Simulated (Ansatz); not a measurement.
SiC (zincblende), relaxed with r2SCAN in the plane-wave code Ansatz: the symmetry is F-43m (No. 216, cubic); conventional cell a = 4.356 Å, 10.33 Å³ an atom. Si has 4 C at 1.89 Å; C has 4 Si at 1.89 Å. It was then strained (epitaxial in the xy plane), atoms relaxed again within the symmetry left. Unstrained, HSE06 gives 2.227 eV (Γ → X, 8×8×8 mesh), and the band edges keep their places in every row. The normal direction was relaxed to zero stress. Only one sign of strain is shown, since it lowers the symmetry, and equivalent edge states can then move with another slope on the other side. Stress is positive in compression. (Simulation; spin polarisation is off.)

Axes as in this cell:
```
Si C
1.0
     0.00000    2.17805    2.17805
     2.17805    0.00000    2.17805
     2.17805    2.17805    0.00000
Si C
1 1
Direct
  0.00000 0.00000 0.00000
  0.25000 0.25000 0.25000
```

```tsv
strain (%)	ε	ΔE_g, HSE06 (eV)	Δσ_xx, r2SCAN (GPa)
+0.37	+0.0037	-0.062	-1.70
+1.0	+0.0100	-0.168	-4.47
+2.0	+0.0200	-0.329	-8.63
+2.5	+0.0250	-0.407	-10.61
+4.0	+0.0400	-0.629	-16.16
```

Task: Fit ΔE_g = a x + b x² to these rows by least squares, with x = ε.

Result: The normal equations take Σx² = 2.739e-03, Σx³ = 8.868e-05, Σx⁴ = 3.121e-06, ΣxΔE = -4.382e-02 and Σx²ΔE = -1.410e-03, and give a = -17.16 eV, b = +35.9 eV; the largest residual is 0.001 eV.

Task: Fit the change of σ_xx in the same way.

Result: Δσ_xx = -459.7 x + (1395) x² GPa. The slope, 460 GPa, is the biaxial modulus of the film.

Task: Predict the withheld row at +3.0 % (x = +0.0300).

Result: ΔE_g ≈ -17.16 × (+0.0300) + (35.9) × (+0.0300)² = -0.482 eV, and Δσ_xx ≈ -12.54 GPa. The runs give -0.483 eV and -12.52 GPa, off by -0.001 eV and +0.02 GPa.
